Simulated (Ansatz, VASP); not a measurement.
**Two plane-wave programs on InP**

Contents of INCAR:

```
SYSTEM = InP
  PREC = Accurate
  ENCUT = 600
  EDIFF = 1E-6
  ISMEAR = -1
  SIGMA = 0.02
  LREAL = .False.
  LASPH = .True.
  NELM = 60
  ALGO = Normal
  ISIF = 3
  LWAVE = .False.
  LCHARG = .False.
  GGA = PE
  IBRION = 2
  NSW = 60
  EDIFFG = -0.005
```

KPOINTS

```
regular mesh
0
Gamma
  10 10 10
  0 0 0
```

Contents of POSCAR:

```
InP
1.0
    0.0000000000      2.9685087443      2.9685087443
    2.9685087443      0.0000000000      2.9685087443
    2.9685087443      2.9685087443      0.0000000000
In P
1 1
Direct
    0.0000000000      0.0000000000      0.0000000000
    0.2500000000      0.2500000000      0.2500000000
```

Input for Ansatz:

```yaml
crystal:
  lattice:
    - [0.0, 2.9685087443, 2.9685087443]
    - [2.9685087443, 0.0, 2.9685087443]
    - [2.9685087443, 2.9685087443, 0.0]
  atoms:
    - { symbol: In, position: [0.0, 0.0, 0.0] }
    - { symbol: P, position: [0.25, 0.25, 0.25] }
kpoints:
  mp_grid: { grid: [10, 10, 10] }
scf:
  occupations: { method: fermi_dirac, width: 0.02 }
hamiltonian:
  xc: pbe
  pseudopotentials: { kind: paw }
output:
  forces: true
  stress: true
relax:
  f_tol: 0.005
  max_steps: 40
  cell: {}
```

Alike in both runs: task relaxation of cell and atoms; functional PBE; k mesh 10 × 10 × 10; occupations fermi-dirac, width 0.02 eV; no spin polarisation.

```csv
,VASP,Ansatz
version,VASP 6.6.1,Ansatz 0.2.0
potentials or method,"VASP PAW PBE potentials, release 64 (In_d, P)","PAW with Ansatz's default frozen-core files, scalar-relativistic"
plane-wave cutoff (eV),600,420
valence electrons in the cell,18,18
```

```tsv
	VASP	Ansatz	Ansatz less VASP
relaxed volume (Å³/atom)	26.45	26.46	+0.008
relaxed cell length with the largest relative difference (Å)	4.214	4.214	+0.0004
```
